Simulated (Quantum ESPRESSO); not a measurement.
Pb:

```
CELL_PARAMETERS angstrom
0.00000 2.47502 2.47502
2.47502 0.00000 2.47502
2.47502 2.47502 0.00000
ATOMIC_POSITIONS crystal
Pb 0.00000 0.00000 0.00000
```

```yaml
Program: Quantum ESPRESSO 7.5
Task: phonons
Functional: PBE
Potentials_or_basis: SG15 PBE 1.2
Cutoff: 762 eV
Density_cutoff: 3048 eV
k_mesh: 9 × 9 × 9
Occupations: cold, width 0.272 eV
Spin: no spin polarisation
Mixing_beta: 0.5
Most_SCF_iterations: 120
SCF_threshold: 2e-10 Ry
```

At K the frequencies are 42 45 65 cm⁻¹, at a pressure of 2.3 GPa.

Task: How do the modes respond when the cell is scaled evenly, at fixed shape?

Result: The highest mode has a Grüneisen parameter of 2.83 and moves by +3.5 cm⁻¹ per GPa. None of the listed modes softens on compression. The pressures give a bulk modulus of about 52 GPa.

Frequencies at 99 % and 101 % of the volume (pressures 2.9 and 1.8 GPa), ions relaxed:
```csv
mode,99 % (cm⁻¹),101 % (cm⁻¹),Grüneisen parameter
1,44.5,39.5,5.99
2,45.4,43.9,1.64
3,66.9,63.2,2.83
```

Modes are matched by their order; those that don't vary smoothly over the three volumes are left out.

Caveat: the q point doesn't lie on the k mesh, which can shift a metal's frequencies strongly unless the mesh is converged.
